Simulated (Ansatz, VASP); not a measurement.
**ScAl3 in VASP and in Ansatz**

File INCAR:

```
SYSTEM = ScAl3
ALGO     = Normal         ! electronic algorithm
EDIFF    = 1E-6           ! SCF threshold, eV
EDIFFG   = -0.005         ! ionic threshold
ENCUT    = 600            ! plane-wave cutoff, eV
GGA      = CA             ! functional
IBRION   = 2              ! ionic algorithm
ISIF     = 3              ! what is computed and relaxed
ISMEAR   = 0              ! smearing method
LASPH    = .True.         ! aspherical terms in the spheres
LCHARG   = .False.        ! write CHGCAR
LREAL    = .False.        ! projectors in reciprocal space
LWAVE    = .False.        ! write WAVECAR
NELM     = 80             ! most SCF steps
NSW      = 70             ! ionic steps
PREC     = Accurate       ! precision mode
SIGMA    = 0.1            ! smearing width, eV
```

KPOINTS

```
k-points
0
Gamma
  10 10 10
  0 0 0
```

Contents of POSCAR:

```
ScAl3
1.0
    4.1053305956      0.0000000000      0.0000000000
    0.0000000000      4.1053305956      0.0000000000
    0.0000000000      0.0000000000      4.1053305956
Sc Al
1 3
Direct
    0.0000000000      0.0000000000      0.0000000000
    0.5000000000      0.0000000000      0.5000000000
    0.0000000000      0.5000000000      0.5000000000
    0.5000000000      0.5000000000      0.0000000000
```

Input for Ansatz:

```yaml
crystal:
  lattice:
    - [4.1053305956, 0.0, 0.0]
    - [0.0, 4.1053305956, 0.0]
    - [0.0, 0.0, 4.1053305956]
  atoms:
    - { symbol: Sc, position: [0.0, 0.0, 0.0] }
    - { symbol: Al, position: [0.5, 0.0, 0.5] }
    - { symbol: Al, position: [0.0, 0.5, 0.5] }
    - { symbol: Al, position: [0.5, 0.5, 0.0] }
basis:
  ecutwfc: 420
kpoints:
  mp_grid: { grid: [10, 10, 10] }
hamiltonian:
  xc: lda
scf:
  occupations: { method: gaussian, width: 0.1 }
output:
  forces: true
  stress: true
  eigenvalues: true
relax:
  adjacent_minimum: "off"
  f_tol: 0.005
  max_steps: 50
  cell: { stress_tol: 0.05 }
```

Alike in both runs: task relaxation of cell and atoms; functional LDA; k mesh 10 × 10 × 10; occupations gaussian, width 0.1 eV; no spin polarisation.

|  | VASP | Ansatz |
| --- | --- | --- |
| version | VASP 6.6.1 | Ansatz 0.2.0 |
| potentials or method | VASP PAW LDA potentials, release 64 (Sc_sv, Al) | scalar-relativistic, plane waves, PAW |
| plane-wave cutoff (eV) | 600 | 420 |
| valence electrons in the cell | 20 | 20 |

|  | VASP | Ansatz | Ansatz less VASP |
| --- | --- | --- | --- |
| gap on the k mesh at the Fermi level, each at its own relaxed structure (eV) | none | none | - |
| relaxed volume (Å³/atom) | 16.41 | 16.38 | -0.025 |
| relaxed cell length with the largest relative difference (Å) | 4.034 | 4.032 | -0.0021 |
| energy change over the relaxation (meV/atom) | -13 | -14 | -0.9 |

A gap of «none» marks a metal or a gap that the smearing closes.
